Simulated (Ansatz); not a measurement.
SnSe under changes of volume

One of the cells (27.271 Å³/atom); the others are scaled copies at fixed shape and fractional positions:

```
Sn Se
1.0
     0.00000    3.01000    3.01000
     3.01000    0.00000    3.01000
     3.01000    3.01000    0.00000
Sn Se
1 1
Direct
  0.00000 0.00000 0.00000
  0.50000 0.50000 0.50000
```

Measurements of this composition are mostly on another form, of space group No. 62.

- Program: Ansatz 0.2.0
- Functional: r2SCAN
- Potentials or basis: Ansatz PAW
- Cutoff: 500 eV (not typed: the program's choice for these potentials)
- k mesh: 8 × 8 × 8
- Occupations: fermi-dirac, width 0.05 eV
- Spin: no spin polarisation

| volume (Å³/atom) | energy over the lowest point (meV/atom) | pressure (GPa) | gap on the mesh (eV) |
| --- | --- | --- | --- |
| 25.635 | 16.67 | 3.6 | 0.72 |
| 26.180 | 6.81 | 2.2 | 0.65 |
| 26.725 | 1.40 | 1.0 | 0.55 |
| 27.271 | 0.00 | -0.1 | 0.46 |
| 27.816 | 2.20 | -1.1 | 0.37 |
| 28.362 | ? | ? | ? |
| 28.907 | 16.00 | -2.8 | 0.20 |

Question: What does the run at 28.362 Å³/atom give?

Answer: Energy over the lowest point 7.65 meV/atom; pressure -2.0 GPa; gap on the mesh 0.28 eV.

Worked out: A Birch-Murnaghan fit of order 3 (a polynomial in V^(-2/3)) to the other rows has its minimum at 27.20 Å³/atom with B0 = V·E''(V) = 53 GPa and B' = 4.3. It gives 7.65 meV/atom at 28.362 Å³/atom, against the run's 7.65, and -dE/dV = -2.0 GPa, against -2.0. A parabola through the other rows of the gap, of slope -4.59 eV per unit of ln V there, gives 0.29 eV, against the run's 0.28.

Energies are extrapolated to zero smearing.

Caveats: spin-orbit coupling is left out, which moves the levels of the heavy elements; the PAW data sets come from PBE, with cores solved anew for the run's functional, which leaves a small shift of forces and pressure.

A mesh can miss the band edges.
